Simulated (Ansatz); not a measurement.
**What a change of settings does to a run on Tl**

The cell is a measured one (Crystallography Open Database entry 9008519); the temperature and pressure of the measurement aren't taken into account, and nothing was relaxed. The listed cell was then made from it by scaling, straining or moving an atom.

First run: DFT, PBE, PAW with Ansatz's default frozen-core files, scalar-relativistic (Ansatz 0.2.0).

Command: `ansatz run input.yaml --threads 1 --pin off --max-ram 2048MiB --backend cpu --events-out ev --progress --plain --runs-dir out` The run took 15 s on 1 thread of Arm Neoverse V2, with other jobs on the host, peak memory 0.54 GiB.

```yaml
crystal:
  lattice:
    - [3.4559983565, 0.0691199671, 0.0691199671]
    - [-1.6681395309, 2.9584223886, 0.0252996639]
    - [0.1105, 0.1105, 5.525]
  atoms:
    - { symbol: Tl, position: [0.3333333333, 0.6666666667, 0.25] }
    - { symbol: Tl, position: [0.6666666667, 0.3333333333, 0.75] }
kpoints:
  mp_grid: { grid: [11, 11, 6] }
scf:
  occupations: { method: fermi_dirac, width: 0.05 }
hamiltonian:
  xc: pbe
  pseudopotentials: { kind: paw }
output:
  forces: true
  stress: true
  eigenvalues: true
  efg: { contact_densities: true }
```

Result: converged; pressure 3.27 GPa; largest force 0.035 eV/Å; no gap on the k mesh; 6 SCF iterations.

No spin–orbit coupling, which matters for the heavy atoms here.

The input is then changed:

```diff
@@ -10,5 +10,5 @@
   mp_grid: { grid: [11, 11, 6] }
 scf:
-  occupations: { method: fermi_dirac, width: 0.05 }
+  occupations: { method: gaussian, width: 0.025 }
 hamiltonian:
   xc: pbe
@@ -19,3 +19,7 @@
   eigenvalues: true
   efg: { contact_densities: true }
+  write_density: true
+  write_potential: true
+  elf: true
+  volumetric_format: npy
```

**Question.** Predict the outcome of the changed run.

**Answer.** It converged; energy at zero smearing 0.0 meV/atom from the first run; pressure 3.25 GPa; largest force 0.039 eV/Å; no gap on the k mesh; 6 SCF iterations.
